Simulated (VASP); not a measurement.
# Sn (C2/m) in VASP: further runs, part 2 of 2

VASP 6.6.1. The steps go on from the part before.

### 4 Single point, PBEsol

Input file INCAR:

```
SYSTEM = Sn
PREC = Accurate ; ENCUT = 520
EDIFF = 1E-6 ; ISMEAR = 0
SIGMA = 0.1 ; LREAL = .False.
LASPH = .True. ; NELM = 60
ALGO = Fast ; ISIF = 2
LWAVE = .False. ; LCHARG = .True.
GGA = PS ; LELF = .True.
LVHAR = .True.
```

Input file KPOINTS:

```
Automatic mesh
0
Gamma
  10 10 10
  0 0 0
```

Input file POSCAR:

```
Sn
1.0
    5.1704645300     -2.2627010000      0.0000000000
    5.1704645300      2.2627010000      0.0000000000
   -1.6331113200      0.0000000000      4.8867354400
Sn
4
Direct
    0.5000000000      0.5000000000      0.0000000000
    0.0000000000      0.0000000000      0.5000000000
    0.2472730000      0.2472730000      0.2446360000
    0.7527270000      0.7527270000      0.7553640000
```

Potentials or basis: VASP PAW PBE potentials, release 64 (Sn_d).

Command:

```sh
$ cat potpaw_PBE.64/Sn_d/POTCAR > POTCAR
$ mpirun -np 1 vasp_std > vasp.out
```

OUTCAR:

```text
SYSTEM = Sn
   PREC = Accurate
   ENCUT = 520
   EDIFF = 1E-6
   ISMEAR = 0
   LREAL = .False.
   LASPH = .True.
   NELM = 60
   ISIF = 2
   GGA = PS

 ion  position               nearest neighbor table
   1  0.500  0.500  0.000-   3 3.24   4 3.24   3 3.35   3 3.35   4 3.35   4 3.35   2 3.43   2 3.43
                             2 3.43   2 3.43
   2  0.000  0.000  0.500-   3 3.23   4 3.23   4 3.39   4 3.39   3 3.39   3 3.39   1 3.43   1 3.43
                             1 3.43   1 3.43
   3  0.247  0.247  0.245-   2 3.23   1 3.24   1 3.35   1 3.35   2 3.39   2 3.39   4 3.40   4 3.40
                             4 3.46   4 3.46
   4  0.753  0.753  0.755-   2 3.23   1 3.24   1 3.35   1 3.35   2 3.39   2 3.39   3 3.40   3 3.40
                             3 3.46   3 3.46
[... 1072 lines left out ...]
  -------------------------------------------------------------------------------------
  Total       -1.1312199     -3.0509421     -2.3403815      0.0000000      0.0000000     -0.4291672
  in kB      -15.8508323    -42.7502824    -32.7937957      0.0000000      0.0000000     -6.0135585
  external PRESSURE =     -30.4649701 kB  Pullay stress =       0.0000000 kB

 VOLUME and BASIS-vectors are now :
 -----------------------------------------------------------------------------
  energy-cutoff  :      520.00
  volume of cell :      114.34
      direct lattice vectors                 reciprocal lattice vectors
     5.170464530 -2.262701000  0.000000000     0.096703110 -0.220974844  0.032317474
     5.170464530  2.262701000  0.000000000     0.096703110  0.220974844  0.032317474
    -1.633111320  0.000000000  4.886735440     0.000000000  0.000000000  0.204635592

 POSITION                                       TOTAL-FORCE (eV/Angst)
 -----------------------------------------------------------------------------------
      5.17046      0.00000      0.00000        -0.000000      0.000000     -0.000000
     -0.81656      0.00000      2.44337         0.000000     -0.000000     -0.000000
      2.15751      0.00000      1.19547         0.027364     -0.000000      0.027026
      6.55030      0.00000      3.69126        -0.027364     -0.000000     -0.027026
 -----------------------------------------------------------------------------------
    total drift:                                0.000000      0.000000     -0.000000

  FREE ENERGIE OF THE ION-ELECTRON SYSTEM (eV)
  ---------------------------------------------------
  free  energy   TOTEN  =       -16.7710838340 eV

  energy  without entropy=      -16.7593202690  energy(sigma->0) =      -16.76520205
```

OSZICAR:

```text
N       E                     dE             d eps       ncg     rms          rms(c)
DAV:   1     0.539580321429E+03    0.53958E+03   -0.29128E+04 18725   0.265E+03
DAV:   2     0.522880729303E+02   -0.48729E+03   -0.48326E+03 18628   0.606E+02
DAV:   3    -0.139864567073E+02   -0.66275E+02   -0.65695E+02 21712   0.202E+02
DAV:   4    -0.167575216079E+02   -0.27711E+01   -0.27512E+01 20654   0.456E+01
DAV:   5    -0.168457365357E+02   -0.88215E-01   -0.88162E-01 25799   0.804E+00    0.251E+00
RMM:   6    -0.167883926856E+02    0.57344E-01   -0.86250E-02 20660   0.299E+00    0.142E+00
RMM:   7    -0.167713692863E+02    0.17023E-01   -0.66087E-02 20401   0.239E+00    0.185E-01
RMM:   8    -0.167706598111E+02    0.70948E-03   -0.74365E-03 23090   0.107E+00    0.376E-02
RMM:   9    -0.167710509531E+02   -0.39114E-03   -0.42616E-03 28482   0.466E-01    0.519E-02
RMM:  10    -0.167710570420E+02   -0.60890E-05   -0.48440E-04 22073   0.238E-01    0.183E-02
RMM:  11    -0.167710808905E+02   -0.23848E-04   -0.32460E-04 30133   0.140E-01    0.114E-02
RMM:  12    -0.167710845799E+02   -0.36893E-05   -0.31573E-05 27303   0.390E-02    0.142E-02
RMM:  13    -0.167710838340E+02    0.74583E-06   -0.39597E-06 14175   0.179E-02
   1 F= -.16771084E+02 E0= -.16765202E+02  d E =-.117636E-01
```

It took 8.4 min on 1 thread of Intel Xeon 6975P-C (Granite Rapids), shared host; peak memory 0.8 GiB.

What came out:

- Free energy: -16.7711 eV
- Pressure: -3.0 GPa
- Largest force: 0.038 eV/Å
- Band gap on the k mesh: none (metal or under the smearing width)

Forces on the atoms (eV/Å):
```
Sn   0.000  0.000  0.000
Sn   0.000  0.000  0.000
Sn   0.027  0.000  0.027
Sn  -0.027  0.000 -0.027
```

Levels at points of the mesh, in eV from the Fermi level:
| k point | band 25 | band 26 | band 27 | band 28 | band 29 | band 30 | band 31 | band 32 |
| --- | --- | --- | --- | --- | --- | --- | --- | --- |
| (0.00, 0.00, 0.00) | -3.58 | -1.51 | -1.51 | -0.95 | -0.95 | 0.25 | 0.25 | 2.10 |
| (0.50, 0.00, 0.00) | -2.07 | -1.96 | -1.26 | -1.18 | -0.36 | -0.27 | 2.30 | 2.40 |
| (0.50, 0.50, 0.00) | -3.81 | -2.72 | -0.64 | 2.59 | 2.94 | 2.96 | 3.08 | 3.28 |
| (0.00, 0.00, 0.50) | -1.80 | -1.79 | -0.34 | -0.33 | 1.19 | 1.25 | 1.65 | 1.66 |
| (0.50, 0.00, 0.50) | -4.54 | -4.11 | -1.31 | -1.31 | 0.76 | 0.76 | 3.56 | 4.94 |
| (0.50, 0.50, 0.50) | -1.01 | -0.86 | -0.72 | -0.57 | 1.42 | 1.44 | 2.98 | 3.11 |

Caveat: the PAW data sets were made with another functional, which shifts forces and pressure a little.

### 5 Relaxation of cell and atoms, PBEsol

Input file INCAR:

```
PREC = Accurate
ENCUT = 580
EDIFF = 1E-7
ISMEAR = 0
SIGMA = 0.1
LREAL = F
LASPH = T
NELM = 60
ALGO = Fast
ISIF = 3
LWAVE = F
LCHARG = F
GGA = PS
IBRION = 2
NSW = 90
EDIFFG = -0.005
```

Input file KPOINTS:

```
Automatic mesh
0
Gamma
  10 10 10
```

POSCAR is that of step 4.

Potentials or basis: VASP PAW PBE potentials, release 64 (Sn).

Command:

```sh
$ cat potpaw_PBE.64/Sn/POTCAR > POTCAR
$ mpirun -np 1 vasp_std > vasp.out
```

It took 45 min on 1 thread of Intel Xeon 6975P-C (Granite Rapids), shared host; peak memory 0.62 GiB.

It converged, with:

| Property | Result |
| --- | --- |
| Free energy | -16.9147 eV |
| Relaxed volume | 26.21 Å³/atom |
| Relaxed cell | a = 5.857 Å, b = 5.857 Å, c = 5.135 Å, α = 109.48°, β = 109.48°, γ = 39.53° |
| Space group after relaxing (to 0.05 Å) | Immm (No. 71) |
| Energy gained by relaxing | 49.6 meV/atom |
| Ionic steps | 26 |
| Pressure after relaxing | 0.0 GPa |
| Band gap on the k mesh | none (metal or under the smearing width) |

The path:
```
step  energy change (eV)  largest force (eV/Å)  pressure (GPa)  volume (Å³)
   1              0.0000                0.0392           -3.04       114.34
   2             -0.1032                0.0610            0.63       105.59
   3             -0.1032                0.0608            0.58       105.67
   4             -0.1369                0.0572            0.38       105.52
   5             -0.1698                0.0447            0.22       104.99
   6             -0.1755                0.0389            0.25       104.74
   7             -0.1841                0.0266            0.43       104.12
   8             -0.1830                0.0219            0.53       103.83
   9             -0.1841                0.0249            0.47       104.01
  10             -0.1856                0.0155           -0.77       106.22
  11             -0.1874                0.0195           -0.26       105.28
  12             -0.1907                0.0123           -0.12       105.00
  13             -0.1910                0.0102           -0.07       104.91
  14             -0.1911                0.0094           -0.05       104.86
  15             -0.1934                0.0073            0.14       104.53
  16             -0.1956                0.0096            0.53       103.85
  17             -0.1965                0.0104            0.44       104.01
  18             -0.1976                0.0133            0.19       104.48
  19             -0.1976                0.0132            0.20       104.46
  20             -0.1978                0.0118            0.13       104.58
  21             -0.1980                0.0087           -0.03       104.86
  22             -0.1981                0.0076           -0.02       104.84
  23             -0.1982                0.0044            0.01       104.79
  24             -0.1982                0.0019            0.08       104.70
  25             -0.1982                0.0018            0.04       104.75
  26             -0.1982                0.0007           -0.01       104.84
```

Final structure:
```yaml
crystal:
  lattice:
    - [5.51192, -1.98043, -0.03486]
    - [5.51192, 1.98043, -0.03486]
    - [-1.78939, 0.00000, 4.81364]
  atoms:
    - { symbol: Sn, position: [0.50000, 0.50000, 0.00000] }
    - { symbol: Sn, position: [0.00000, 0.00000, 0.50000] }
    - { symbol: Sn, position: [0.25000, 0.25000, 0.25004] }
    - { symbol: Sn, position: [0.75000, 0.75000, 0.74996] }
```

Levels at points of the mesh, in eV from the Fermi level:
```csv
k point,band 4,band 5,band 6,band 7,band 8,band 9,band 10,band 11,band 12
"(0.00, 0.00, 0.00)",-4.95,-4.46,-2.58,-2.58,0.10,0.10,1.59,1.59,3.25
"(0.50, 0.00, 0.00)",-5.91,-2.32,-2.32,-1.26,-1.26,-0.12,-0.12,1.44,1.44
"(0.50, 0.50, 0.00)",-4.40,-2.72,-1.52,-1.08,1.41,2.11,2.11,3.08,3.27
"(0.00, 0.00, 0.50)",-6.04,-1.43,-1.43,0.74,0.74,1.79,1.79,2.80,2.80
"(0.50, 0.00, 0.50)",-6.15,-4.84,-4.51,-1.77,-1.77,0.04,0.04,3.45,5.02
"(0.50, 0.50, 0.50)",-7.12,0.15,0.15,0.38,0.38,1.96,1.97,2.16,2.16
```

Caveat: the PAW data sets were made with another functional, which shifts forces and pressure a little.

### 6 Overview

```csv
task,potentials or basis,cell,k mesh,cutoff (eV),mesh quality,gap on the mesh (eV),pressure (GPa),relaxed volume (Å³/atom)
relaxation of cell and atoms,"VASP PAW PBE potentials, release 64 (Sn_d)",relaxed,10 × 10 × 10,300,not flagged,none,0.0,26.02
relaxation of cell and atoms,"VASP PAW PBE potentials, release 64 (Sn_d)",relaxed,4 × 4 × 4,600,coarse,none,0.0,26.54
single point,"VASP PAW PBE potentials, release 64 (Sn_d)",as given,10 × 10 × 10,520,not flagged,none,-3.0,-
relaxation of cell and atoms,"VASP PAW PBE potentials, release 64 (Sn)",relaxed,10 × 10 × 10,580,not flagged,none,0.0,26.21
```

Alike in all rows: level PBEsol; no spin polarisation; smearing gaussian 0.1 eV.

Caveats: some runs use coarse meshes; the PAW data sets were made with another functional, which shifts forces and pressure a little.

Absolute energies hang on the potentials; compare differences alone.
